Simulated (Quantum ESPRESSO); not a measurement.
# MgO (Fm-3m) in Quantum ESPRESSO: reference runs

Aim: a first look at MgO with PBE, on the cell as given and on a disturbed one.

Everything below comes from runs of Quantum ESPRESSO 7.5. Logs are shortened: lines on timing, memory, paths and dates and some standing lists are left out, and cuts for length are marked.

**Measured values to compare with.**

From “Electronic structure of alkaline earth and post-transition metal oxides”, 2009, arxiv:0908.1581, for a bulk crystal of MgO: band gap 7.83 eV.

The results are compared with them further down.

**1. The structure**

It takes space group Fm-3m (No. 225, cubic). The conventional cell has a = 4.194 Å, b = 4.194 Å, c = 4.194 Å, α = 90.00°, β = 90.00°, γ = 90.00°. Mg (site symmetry m-3m) is surrounded by 6 O at 2.10 Å. Around O (site symmetry m-3m) lie 6 Mg at 2.10 Å.

The cell is a database's computed one.

**2. Single point, PBE**

Contents of pw.in:

```
&CONTROL
  calculation = 'scf'
  prefix = 'pwscf'
  outdir = './tmp'
  pseudo_dir = './pseudo'
  tprnfor = .true.
  tstress = .true.
  disk_io = 'nowf'
/
&SYSTEM
  ibrav = 0
  nat = 2
  ntyp = 2
  ecutwfc = 55
  ecutrho = 440
  nbnd = 9
  occupations = 'smearing'
  smearing = 'fd'
  degauss = 0.00367493
/
&ELECTRONS
  conv_thr = 4d-10
  electron_maxstep = 120
  mixing_beta = 0.5
/
ATOMIC_SPECIES
Mg    24.3050 Mg.pbe-n-kjpaw_psl.0.3.0.UPF
O     15.9990 O.pbe-n-kjpaw_psl.0.1.UPF
CELL_PARAMETERS angstrom
   0.0000000000    2.0970013927    2.0970013927
   2.0970013927    0.0000000000    2.0970013927
   2.0970013927    2.0970013927    0.0000000000
ATOMIC_POSITIONS crystal
Mg     0.0000000000    0.0000000000    0.0000000000
O      0.5000000000    0.5000000000    0.5000000000
K_POINTS automatic
11 11 11 0 0 0
```

Potentials or basis: SSSP 1.3 efficiency PBE.

On the command line:

```
OMP_NUM_THREADS=1 pw.x -in pw.in > pw.out
```

pw.out:

```text
This program is part of the open-source Quantum ESPRESSO suite
     for quantum simulation of materials; please cite
         "P. Giannozzi et al., J. Phys.:Condens. Matter 21 395502 (2009);
         "P. Giannozzi et al., J. Phys.:Condens. Matter 29 465901 (2017);
         "P. Giannozzi et al., J. Chem. Phys. 152 154105 (2020);
     in publications or presentations arising from this work. More details at

     file Mg.pbe-n-kjpaw_psl.0.3.0.UPF: wavefunction(s)  3S renormalized
     file O.pbe-n-kjpaw_psl.0.1.UPF: wavefunction(s)  2P renormalized
     Message from routine setup:
     using ibrav=0 with symmetry is DISCOURAGED, use correct ibrav instead

     G-vector sticks info
     --------------------
     sticks:   dense  smooth     PW     G-vecs:    dense   smooth      PW
     Sum         955     475    151                19579     6855    1243

     Using Slab Decomposition

     bravais-lattice index     =            0
     lattice parameter (alat)  =       5.6042  a.u.
     unit-cell volume          =     124.4580 (a.u.)^3
     number of atoms/cell      =            2
     number of atomic types    =            2
     number of electrons       =         8.00
     number of Kohn-Sham states=            9
     kinetic-energy cutoff     =      55.0000  Ry
     charge density cutoff     =     440.0000  Ry
     scf convergence threshold =      4.0E-10
     mixing beta               =       0.5000
     number of iterations used =            8  plain     mixing
     Exchange-correlation= SLA  PW   PBX  PBC
                           (   1   4   3   4   0   0   0)

     celldm(1)=   5.604187  celldm(2)=   0.000000  celldm(3)=   0.000000
     celldm(4)=   0.000000  celldm(5)=   0.000000  celldm(6)=   0.000000

     crystal axes: (cart. coord. in units of alat)
               a(1) = (   0.000000   0.707107   0.707107 )
               a(2) = (   0.707107   0.000000   0.707107 )
               a(3) = (   0.707107   0.707107   0.000000 )

     reciprocal axes: (cart. coord. in units 2 pi/alat)
               b(1) = ( -0.707107  0.707107  0.707107 )
               b(2) = (  0.707107 -0.707107  0.707107 )
               b(3) = (  0.707107  0.707107 -0.707107 )

     PseudoPot. # 1 for Mg read from file:
     Mg.pbe-n-kjpaw_psl.0.3.0.UPF
     Pseudo is Projector augmented-wave + core cor, Zval =  2.0
     Generated using "atomic" code by A. Dal Corso  v.5.0.99 svn rev. 10869
     Shape of augmentation charge: PSQ
     Using radial grid of 1129 points,  4 beta functions with:
                l(1) =   0
                l(2) =   0
                l(3) =   1
                l(4) =   1
     Q(r) pseudized with 0 coefficients

     PseudoPot. # 2 for O  read from file:
     O.pbe-n-kjpaw_psl.0.1.UPF
     Pseudo is Projector augmented-wave + core cor, Zval =  6.0
     Generated using "atomic" code by A. Dal Corso  v.5.0.99 svn rev. 10869
     Shape of augmentation charge: BESSEL
     Using radial grid of 1095 points,  4 beta functions with:
                l(1) =   0
                l(2) =   0
                l(3) =   1
                l(4) =   1
     Q(r) pseudized with 0 coefficients

     atomic species   valence    mass     pseudopotential
     Mg                2.00    24.30500     Mg( 1.00)
     O                 6.00    15.99900     O ( 1.00)

     48 Sym. Ops., with inversion, found

   Cartesian axes

     site n.     atom                  positions (alat units)
         1        Mg     tau(   1) = (   0.0000000   0.0000000   0.0000000  )
         2        O      tau(   2) = (   0.7071068   0.7071068   0.7071068  )

     number of k points=    56  Fermi-Dirac smearing, width (Ry)=  0.0037
                       cart. coord. in units 2pi/alat
        k(    1) = (   0.0000000   0.0000000   0.0000000), wk =   0.0015026
        k(    2) = (   0.0642824   0.0642824  -0.0642824), wk =   0.0120210
        k(    3) = (   0.1285649   0.1285649  -0.1285649), wk =   0.0120210
        k(    4) = (   0.1928473   0.1928473  -0.1928473), wk =   0.0120210
        k(    5) = (   0.2571297   0.2571297  -0.2571297), wk =   0.0120210
        k(    6) = (   0.3214122   0.3214122  -0.3214122), wk =   0.0120210
[... 48 lines left out ...]
        k(   55) = (  -0.0642824  -0.4499770   0.7071068), wk =   0.0360631
        k(   56) = (   0.0000000  -0.3856946   0.6428243), wk =   0.0360631

     Dense  grid:    19579 G-vectors     FFT dimensions: (  40,  40,  40)

     Smooth grid:     6855 G-vectors     FFT dimensions: (  27,  27,  27)

     Initial potential from superposition of free atoms

     starting charge       7.9991, renormalised to       8.0000
     Starting wfcs are    8 randomized atomic wfcs +    1 random wfcs

     Self-consistent Calculation

     iteration #  1     ecut=    55.00 Ry     beta= 0.50
     Davidson diagonalization with overlap
     ethr =  1.00E-02,  avg # of iterations =  5.3

     total energy              =     -75.41538485 Ry
     estimated scf accuracy    <       0.37353764 Ry

     iteration #  2     ecut=    55.00 Ry     beta= 0.50
     Davidson diagonalization with overlap
     ethr =  4.67E-03,  avg # of iterations =  1.9

     total energy              =     -75.52279721 Ry
     estimated scf accuracy    <       0.06857907 Ry

     iteration #  3     ecut=    55.00 Ry     beta= 0.50
     Davidson diagonalization with overlap
     ethr =  8.57E-04,  avg # of iterations =  1.1

     total energy              =     -75.53543970 Ry
     estimated scf accuracy    <       0.00333106 Ry

     iteration #  4     ecut=    55.00 Ry     beta= 0.50
     Davidson diagonalization with overlap
     ethr =  4.16E-05,  avg # of iterations =  5.1

     total energy              =     -75.53619838 Ry
     estimated scf accuracy    <       0.00019350 Ry

     iteration #  5     ecut=    55.00 Ry     beta= 0.50
     Davidson diagonalization with overlap
     ethr =  2.42E-06,  avg # of iterations =  3.8

     total energy              =     -75.53630517 Ry
     estimated scf accuracy    <       0.00000080 Ry

     iteration #  6     ecut=    55.00 Ry     beta= 0.50
     Davidson diagonalization with overlap
     ethr =  9.94E-09,  avg # of iterations =  4.2

     total energy              =     -75.53630811 Ry
     estimated scf accuracy    <       0.00000046 Ry

     iteration #  7     ecut=    55.00 Ry     beta= 0.50
     Davidson diagonalization with overlap
     ethr =  5.79E-09,  avg # of iterations =  1.3

     total energy              =     -75.53630818 Ry
     estimated scf accuracy    <          6.6E-09 Ry

     iteration #  8     ecut=    55.00 Ry     beta= 0.50
     Davidson diagonalization with overlap
     ethr =  8.20E-11,  avg # of iterations =  5.4

     total energy              =     -75.53630821 Ry
     estimated scf accuracy    <          5.5E-10 Ry

     iteration #  9     ecut=    55.00 Ry     beta= 0.50
     Davidson diagonalization with overlap
     ethr =  6.91E-12,  avg # of iterations =  2.0

     End of self-consistent calculation

          k = 0.0000 0.0000 0.0000 (   869 PWs)   bands (ev):

   -11.5942   5.7590   5.7590   5.7590  10.6079  21.6494  21.6494  21.6494
    25.5540

          k = 0.0643 0.0643-0.0643 (   881 PWs)   bands (ev):

   -11.5030   5.2064   5.7017   5.7017  11.1384  20.5453  21.8523  21.8523
    26.7264

          k = 0.1286 0.1286-0.1286 (   875 PWs)   bands (ev):

   -11.2479   4.0272   5.5524   5.5524  12.2129  19.0925  22.2994  22.2994
    25.9926

          k = 0.1928 0.1928-0.1928 (   869 PWs)   bands (ev):

   -10.8871   2.7728   5.3655   5.3655  13.1599  18.2859  22.5113  22.5113
    26.1527

          k = 0.2571 0.2571-0.2571 (   857 PWs)   bands (ev):

   -10.5224   1.7440   5.2014   5.2014  13.6269  18.2222  22.3484  22.3484
    27.2088

          k = 0.3214 0.3214-0.3214 (   859 PWs)   bands (ev):

   -10.2867   1.1588   5.1069   5.1069  13.7318  18.4496  22.1750  22.1750
    26.7831

          k = 0.1286 0.0000-0.0000 (   881 PWs)   bands (ev):

   -11.4733   5.1459   5.6295   5.6295  11.3098  20.2138  21.9379  21.9379
    25.6419

          k = 0.1928 0.0643-0.0643 (   872 PWs)   bands (ev):

   -11.2748   4.2741   5.4705   5.4987  12.1963  19.0294  22.2775  22.3143
    24.5852

          k = 0.2571 0.1286-0.1286 (   864 PWs)   bands (ev):

   -10.9514   3.1336   5.2819   5.2942  13.2168  18.1511  22.2176  22.6158
    24.5853

          k = 0.3214 0.1928-0.1928 (   856 PWs)   bands (ev):
[... 39 lines left out ...]
          k = 0.3214 0.0643-0.0643 (   860 PWs)   bands (ev):

   -10.8832   3.2078   5.0673   5.1125  13.6771  17.4307  21.7141  23.0509
    23.4999

          k = 0.3857 0.1286-0.1286 (   854 PWs)   bands (ev):

   -10.5613   2.4042   4.7156   4.9559  14.5130  17.2174  20.7100  23.1577
    24.4041

          k = 0.4500 0.1928-0.1928 (   858 PWs)   bands (ev):

   -10.2779   1.7904   4.3456   4.8775  14.9092  17.6874  20.0627  23.0287
    25.2269

          k =-0.1928-0.4500 0.4500 (   853 PWs)   bands (ev):

   -10.1416   1.5332   4.0807   4.8975  15.0408  18.1635  19.7968  22.8997
    25.9668

          k =-0.1286-0.3857 0.3857 (   849 PWs)   bands (ev):

   -10.2123   1.7015   4.0086   5.0113  15.0630  18.0716  19.9411  22.9394
    26.7688

          k =-0.0643-0.3214 0.3214 (   852 PWs)   bands (ev):

   -10.4579   2.2145   4.1879   5.1892  14.7645  17.7372  20.5054  23.2357
    25.4534

          k = 0.0000-0.2571 0.2571 (   857 PWs)   bands (ev):

   -10.7790   2.8739   4.6318   5.3790  13.9141  17.8759  21.3253  23.8297
    23.8791

          k = 0.3857 0.0000-0.0000 (   849 PWs)   bands (ev):

   -10.6989   2.8500   4.9182   4.9182  14.3221  16.6101  20.8301  23.5591
    23.5591

          k = 0.4500 0.0643-0.0643 (   849 PWs)   bands (ev):

   -10.4471   2.3623   4.6089   4.7596  15.0808  16.2113  19.9252  23.8371
    24.0760

          k = 0.5143 0.1286-0.1286 (   857 PWs)   bands (ev):

   -10.2045   2.0211   4.0665   4.6803  15.5256  16.7291  19.2404  23.7942
    24.4353

          k =-0.1286-0.5143 0.5143 (   854 PWs)   bands (ev):

   -10.0563   1.9515   3.4791   4.7006  15.7496  17.6757  18.8007  23.6001
    24.6101

          k =-0.0643-0.4500 0.4500 (   853 PWs)   bands (ev):

   -10.0606   2.1084   3.1351   4.8158  15.9625  17.9999  18.7629  23.4364
    25.2062

          k =-0.0000-0.3857 0.3857 (   859 PWs)   bands (ev):

   -10.2147   2.1773   3.4246   4.9962  15.7250  17.6926  19.4103  23.3656
    26.3753

          k = 0.5143 0.0000-0.0000 (   858 PWs)   bands (ev):

   -10.2785   2.0648   4.5963   4.5963  15.4721  15.5207  19.3672  24.3362
    24.3362

          k = 0.5785 0.0643-0.0643 (   851 PWs)   bands (ev):

   -10.1085   1.8635   4.2666   4.5113  15.3764  15.9898  18.9910  24.4606
    24.5075

          k =-0.0643-0.5785 0.5785 (   857 PWs)   bands (ev):

    -9.9953   1.9433   3.5987   4.5259  15.6122  16.8838  18.6740  24.2570
    24.2771

          k =-0.0000-0.5143 0.5143 (   850 PWs)   bands (ev):

    -9.9781   2.3297   2.8565   4.6368  16.0031  17.8589  18.3089  23.8848
    24.2530

          k = 0.6428-0.0000 0.0000 (   850 PWs)   bands (ev):

   -10.0237   1.6731   4.4176   4.4176  14.9722  15.8217  18.9861  24.7971
    24.7971

          k =-0.0000-0.6428 0.6428 (   844 PWs)   bands (ev):

    -9.9814   1.7059   4.1390   4.4229  15.1392  16.1008  18.8950  24.6342
    24.7050

          k = 0.2571 0.1286 0.0000 (   865 PWs)   bands (ev):

   -11.0440   3.5694   5.1096   5.4056  13.0809  18.1619  22.0447  22.9750
    23.7818

          k = 0.3214 0.1928-0.0643 (   859 PWs)   bands (ev):

   -10.7208   2.7083   4.7331   5.2352  14.0536  17.6457  21.2853  23.1773
    24.3073

          k = 0.3857 0.2571-0.1286 (   860 PWs)   bands (ev):

   -10.3984   1.9394   4.4552   5.0531  14.6356  17.7806  20.5930  22.8809
    25.6087

          k =-0.2571-0.3857 0.5143 (   851 PWs)   bands (ev):

   -10.1927   1.4844   4.3117   4.9392  14.7893  18.1873  20.2207  22.6769
    26.6920

          k = 0.3857 0.1286-0.0000 (   848 PWs)   bands (ev):

   -10.6259   2.6732   4.6717   4.9809  14.5493  16.8734  20.6760  23.4489
    23.8988

          k = 0.4500 0.1928-0.0643 (   859 PWs)   bands (ev):

   -10.3445   2.1886   4.2145   4.8030  15.3505  16.9120  19.7842  23.2817
    24.7795

          k =-0.1928-0.4500 0.5785 (   851 PWs)   bands (ev):

   -10.1331   1.8900   3.7968   4.7001  15.6631  17.6154  19.2104  22.9829
    25.5053

          k =-0.1286-0.3857 0.5143 (   857 PWs)   bands (ev):

   -10.0742   1.8511   3.5586   4.7269  15.7840  18.0052  19.0478  22.8438
    26.1161

          k =-0.0643-0.3214 0.4500 (   861 PWs)   bands (ev):

   -10.1924   2.0385   3.6363   4.8676  15.7183  17.6413  19.4030  22.9985
    26.3149

          k = 0.0000-0.2571 0.3857 (   860 PWs)   bands (ev):

   -10.4383   2.3394   4.0819   5.0655  15.0894  17.3746  20.2092  23.2824
    24.9934

          k = 0.5143 0.1286 0.0000 (   854 PWs)   bands (ev):

   -10.2365   2.0810   4.3079   4.5639  15.7940  15.9468  19.2520  23.7518
    24.6801

          k =-0.1286-0.5143 0.6428 (   857 PWs)   bands (ev):

   -10.0624   2.0175   3.7479   4.4447  15.9813  16.8409  18.7292  23.2432
    25.2160

          k =-0.0643-0.4500 0.5785 (   853 PWs)   bands (ev):

    -9.9866   2.2443   3.0743   4.4871  16.2648  17.7989  18.3307  22.7685
    25.5316

          k = 0.0000-0.3857 0.5143 (   858 PWs)   bands (ev):

   -10.0367   2.3720   2.9018   4.6490  16.4174  17.7745  18.5645  22.8019
    26.1137

          k =-0.0643-0.5785 0.7071 (   859 PWs)   bands (ev):

   -10.0041   1.8165   4.1063   4.3008  15.4697  16.2947  18.8060  23.8774
    25.1336

          k =-0.0000-0.5143 0.6428 (   853 PWs)   bands (ev):

    -9.9591   2.0234   3.5297   4.3113  15.9114  17.0385  18.5366  23.1082
    25.3990

          k =-0.1928-0.4500 0.7071 (   855 PWs)   bands (ev):

   -10.1367   2.1501   3.6338   4.5628  16.3866  16.8947  18.9605  22.8138
    25.8297

          k =-0.1286-0.3857 0.6428 (   858 PWs)   bands (ev):

   -10.0089   2.2551   3.1804   4.3824  16.7014  17.5674  18.4603  22.2428
    26.7690

          k =-0.0643-0.4500 0.7071 (   861 PWs)   bands (ev):

    -9.9653   2.2255   3.3883   4.1128  16.6157  17.3561  18.2712  22.2267
    26.2629

          k = 0.0000-0.3857 0.6428 (   863 PWs)   bands (ev):

    -9.9456   2.6191   2.8335   4.1099  17.0753  17.7651  18.0341  21.6895
    27.0481

     the Fermi energy is     7.9731 ev

!    total energy              =     -75.53630821 Ry
     total all-electron energy =      -551.437409 Ry
     estimated scf accuracy    <          2.2E-10 Ry
     smearing contrib. (-TS)   =       0.00000000 Ry
     internal energy E=F+TS    =     -75.53630821 Ry

     The total energy is F=E-TS. E is the sum of the following terms:
     one-electron contribution =      -9.11834364 Ry
     hartree contribution      =      10.17640027 Ry
     xc contribution           =      -9.35140060 Ry
     ewald contribution        =     -26.43967352 Ry
     one-center paw contrib.   =     -40.80329071 Ry

     convergence has been achieved in   9 iterations

     Forces acting on atoms (cartesian axes, Ry/au):

     atom    1 type  1   force =     0.00000000    0.00000000   -0.00000000
     atom    2 type  2   force =     0.00000000   -0.00000000   -0.00000000

     Total force =     0.000000     Total SCF correction =     0.000000

     Computing stress (Cartesian axis) and pressure

          total   stress  (Ry/bohr**3)                   (kbar)     P=       63.51
   0.00043175   0.00000000  -0.00000000           63.51        0.00       -0.00
   0.00000000   0.00043175   0.00000000            0.00       63.51        0.00
  -0.00000000   0.00000000   0.00043175           -0.00        0.00       63.51

=------------------------------------------------------------------------------=
   JOB DONE.
=------------------------------------------------------------------------------=
```

Wall time 7.8 s (1 thread of Arm Neoverse V2, shared host); peak memory 0.05 GiB.

What came out:

```yaml
Free_energy: -1027.7238 eV
Pressure: 6.4 GPa
Band_gap_on_the_k_mesh: 4.85 eV, direct
```

[end of part 1 of 2]
